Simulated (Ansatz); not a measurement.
Input of an Ansatz 0.2.0 run:

Contents of run.py:

```python
import json

import ase.io
import numpy as np
import spglib
from ase.calculators.calculator import CalculationFailed, Calculator
from ase.stress import full_3x3_to_voigt_6_stress
from ase.units import GPa
from ase.eos import EquationOfState

import ansatz as az

class AnsatzCalculator(Calculator):
    implemented_properties = ["energy", "free_energy", "forces", "stress", "magmom"]

    def calculate(self, atoms, properties, system_changes):
        super().calculate(atoms, properties, system_changes)
        structure = atoms.copy()
        structure.set_constraint()
        structure.set_momenta(None)
        structure.set_masses(None)
        outcome = (
            az.Crystal.from_ase(structure)
            .calculation()
            .basis(xc_grid=2)
            .kpoints(11, 11, 11)
            .functional("pbe")
            .pseudopotentials(kind="paw")
            .scf(tolerance=2e-10)
            .occupations(method="fermi_dirac", width=0.15)
            .forces()
            .stress()
            .run(threads=2)
        )
        if not outcome.report["converged"]:
            raise CalculationFailed("SCF not converged")
        report = outcome.report
        self.results = {
            "free_energy": report["lagrangian_ev"],
            "energy": report["lagrangian_ev"],
            "forces": np.array(report["forces_ev_ang"]),
            "stress": -GPa * full_3x3_to_voigt_6_stress(report["stress_gpa"]),
            "magmom": report["magnetization_mub"],
        }

np.set_printoptions(precision=5, suppress=True, linewidth=110)
atoms = ase.io.read("Ag.cif")
cell, frac, numbers = spglib.find_primitive((atoms.cell[:], atoms.get_scaled_positions(), atoms.numbers), symprec=1e-5)
atoms = ase.Atoms(numbers, cell=cell, scaled_positions=frac, pbc=True)
atoms.calc = AnsatzCalculator()
cell = atoms.cell.copy()
volumes, energies = [], []
for x in (0.94, 0.96, 0.98, 1.0, 1.02, 1.04, 1.06):
    atoms.set_cell(cell * x ** (1 / 3), scale_atoms=True)
    volumes.append(atoms.get_volume() / len(atoms))
    energies.append(atoms.get_potential_energy() / len(atoms))
    print(f"x {x:.2f}  V = {volumes[-1]:.4f} A^3/atom  E = {energies[-1]:.6f} eV/atom  P = {-atoms.get_stress()[:3].mean() / GPa:.3f} GPa")
v0, e0, b0 = EquationOfState(volumes, energies, eos="murnaghan").fit()
print(f"V0 = {v0:.4f} A^3/atom, E0 = {e0:.6f} eV/atom, B0 = {b0 / GPa:.2f} GPa")
```

Ag.cif

```cif
data_Ag
_cell_length_a 4.08550000
_cell_length_b 4.08550000
_cell_length_c 4.08550000
_cell_angle_alpha 90.00000000
_cell_angle_beta 90.00000000
_cell_angle_gamma 90.00000000
_space_group_name_H-M_alt 'Fm-3m'
_space_group_name_Hall '-F 4 2 3'
_space_group_IT_number 225
loop_
_space_group_symop_operation_xyz
'x,y,z'
'-x,-y,-z'
'-y,x,z'
'y,-x,-z'
'-x,-y,z'
'x,y,-z'
'y,-x,z'
'-y,x,-z'
'x,-y,-z'
'-x,y,z'
'-y,-x,-z'
'y,x,z'
'-x,y,-z'
'x,-y,z'
'y,x,-z'
'-y,-x,z'
'z,x,y'
'-z,-x,-y'
'z,-y,x'
'-z,y,-x'
'z,-x,-y'
'-z,x,y'
'z,y,-x'
'-z,-y,x'
'-z,x,-y'
'z,-x,y'
'-z,-y,-x'
'z,y,x'
'-z,-x,y'
'z,x,-y'
'-z,y,x'
'z,-y,-x'
'y,z,x'
'-y,-z,-x'
'x,z,-y'
'-x,-z,y'
'-y,z,-x'
'y,-z,x'
'-x,z,y'
'x,-z,-y'
'-y,-z,x'
'y,z,-x'
'-x,-z,-y'
'x,z,y'
'y,-z,-x'
'-y,z,x'
'x,-z,y'
'-x,z,-y'
'x,y+1/2,z+1/2'
'-x,-y+1/2,-z+1/2'
'-y,x+1/2,z+1/2'
'y,-x+1/2,-z+1/2'
'-x,-y+1/2,z+1/2'
'x,y+1/2,-z+1/2'
'y,-x+1/2,z+1/2'
'-y,x+1/2,-z+1/2'
'x,-y+1/2,-z+1/2'
'-x,y+1/2,z+1/2'
'-y,-x+1/2,-z+1/2'
'y,x+1/2,z+1/2'
[... 40 lines left out ...]
'-x+1/2,-y,z+1/2'
'x+1/2,y,-z+1/2'
'y+1/2,-x,z+1/2'
'-y+1/2,x,-z+1/2'
'x+1/2,-y,-z+1/2'
'-x+1/2,y,z+1/2'
'-y+1/2,-x,-z+1/2'
'y+1/2,x,z+1/2'
'-x+1/2,y,-z+1/2'
'x+1/2,-y,z+1/2'
'y+1/2,x,-z+1/2'
'-y+1/2,-x,z+1/2'
'z+1/2,x,y+1/2'
'-z+1/2,-x,-y+1/2'
'z+1/2,-y,x+1/2'
'-z+1/2,y,-x+1/2'
'z+1/2,-x,-y+1/2'
'-z+1/2,x,y+1/2'
'z+1/2,y,-x+1/2'
'-z+1/2,-y,x+1/2'
'-z+1/2,x,-y+1/2'
'z+1/2,-x,y+1/2'
'-z+1/2,-y,-x+1/2'
'z+1/2,y,x+1/2'
'-z+1/2,-x,y+1/2'
'z+1/2,x,-y+1/2'
'-z+1/2,y,x+1/2'
'z+1/2,-y,-x+1/2'
'y+1/2,z,x+1/2'
'-y+1/2,-z,-x+1/2'
'x+1/2,z,-y+1/2'
'-x+1/2,-z,y+1/2'
'-y+1/2,z,-x+1/2'
'y+1/2,-z,x+1/2'
'-x+1/2,z,y+1/2'
'x+1/2,-z,-y+1/2'
'-y+1/2,-z,x+1/2'
'y+1/2,z,-x+1/2'
'-x+1/2,-z,-y+1/2'
'x+1/2,z,y+1/2'
'y+1/2,-z,-x+1/2'
'-y+1/2,z,x+1/2'
'x+1/2,-z,y+1/2'
'-x+1/2,z,-y+1/2'
'x+1/2,y+1/2,z'
'-x+1/2,-y+1/2,-z'
'-y+1/2,x+1/2,z'
'y+1/2,-x+1/2,-z'
'-x+1/2,-y+1/2,z'
'x+1/2,y+1/2,-z'
'y+1/2,-x+1/2,z'
'-y+1/2,x+1/2,-z'
'x+1/2,-y+1/2,-z'
'-x+1/2,y+1/2,z'
'-y+1/2,-x+1/2,-z'
'y+1/2,x+1/2,z'
'-x+1/2,y+1/2,-z'
'x+1/2,-y+1/2,z'
'y+1/2,x+1/2,-z'
'-y+1/2,-x+1/2,z'
'z+1/2,x+1/2,y'
'-z+1/2,-x+1/2,-y'
'z+1/2,-y+1/2,x'
'-z+1/2,y+1/2,-x'
'z+1/2,-x+1/2,-y'
'-z+1/2,x+1/2,y'
'z+1/2,y+1/2,-x'
'-z+1/2,-y+1/2,x'
'-z+1/2,x+1/2,-y'
'z+1/2,-x+1/2,y'
'-z+1/2,-y+1/2,-x'
'z+1/2,y+1/2,x'
'-z+1/2,-x+1/2,y'
'z+1/2,x+1/2,-y'
'-z+1/2,y+1/2,x'
'z+1/2,-y+1/2,-x'
'y+1/2,z+1/2,x'
'-y+1/2,-z+1/2,-x'
'x+1/2,z+1/2,-y'
'-x+1/2,-z+1/2,y'
'-y+1/2,z+1/2,-x'
'y+1/2,-z+1/2,x'
'-x+1/2,z+1/2,y'
'x+1/2,-z+1/2,-y'
'-y+1/2,-z+1/2,x'
'y+1/2,z+1/2,-x'
'-x+1/2,-z+1/2,-y'
'x+1/2,z+1/2,y'
'y+1/2,-z+1/2,-x'
'-y+1/2,z+1/2,x'
'x+1/2,-z+1/2,y'
'-x+1/2,z+1/2,-y'
loop_
_atom_site_label
_atom_site_type_symbol
_atom_site_symmetry_multiplicity
_atom_site_Wyckoff_symbol
_atom_site_fract_x
_atom_site_fract_y
_atom_site_fract_z
_atom_site_occupancy
Ag1 Ag 4 a 0.0000000000 0.0000000000 0.0000000000 1
```

Potentials or basis: Ansatz PAW.

Run with:

```console
$ python run.py
```

Q: Estimate the equilibrium volume.

A: 17.83 Å³/atom.

Q: What does it give for the bulk modulus?

A: 91 GPa.

Q: What does it give for the pressure derivative of the bulk modulus?

A: 5.8.

Energy against volume, from the lowest point:
```
volume (Å³/atom)  energy (meV/atom)
          16.025              65.85
          16.366              41.26
          16.707              23.11
          17.048              10.64
          17.389               3.13
          17.730               0.00
          18.071               0.72
```

Caveat: the thresholds are loose for stress. Zero-point motion and thermal expansion aren't in these numbers.
